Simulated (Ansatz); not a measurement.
## All-electron card of AgI

```yaml
crystal:
  lattice:
    - [0.00000, 3.23650, 3.23650]
    - [3.23650, 0.00000, 3.23650]
    - [3.23650, 3.23650, 0.00000]
  atoms:
    - { symbol: Ag, position: [0.00000, 0.00000, 0.00000] }
    - { symbol: I, position: [0.75000, 0.75000, 0.75000] }
```

Atoms are numbered in the order listed.

The conventional cell has a = 6.473 Å, b = 6.473 Å, c = 6.473 Å, α = 90.00°, β = 90.00°, γ = 90.00°. Ag (atom 1) is surrounded by 4 I at 2.80 Å. I (atom 2) has 4 Ag at 2.80 Å as nearest neighbours.

The cell is COD entry 9008829, as deposited and not checked against the literature; nothing was relaxed. It differs from other determinations.

Spin–orbit coupling is left out, though it moves levels of the heavy atoms by tenths of an eV or more.

Levels of theory: DFT, PBE, all-electron LAPW, scalar-relativistic (Ansatz 0.2.0); DFT, PBE, PAW with Ansatz's default frozen-core files, scalar-relativistic (Ansatz 0.2.0).

For LAPW: a Γ-centred 7×7×7 k mesh, Fermi–Dirac smearing of 0.01 eV, basis error target 0.5 meV/atom, no spin polarisation. PAW takes a cutoff of 420 eV at this cell. The Ansatz runs share mesh, smearing and spin set-up. Values come from LAPW unless marked.

* Pressure at this cell: 22.5 kbar
* Band gap: 1.34 eV, direct at Γ
* Löwdin charges (with 0.13 e of the cell spilling out of the atomic basis, so their sizes and signs hang on that basis): Ag1 0.46, I2 -0.33 e
* Bader charges (from the PAW run): Ag1 +0.26, I2 -0.26 e
* Volume per atom: 228.8 bohr³
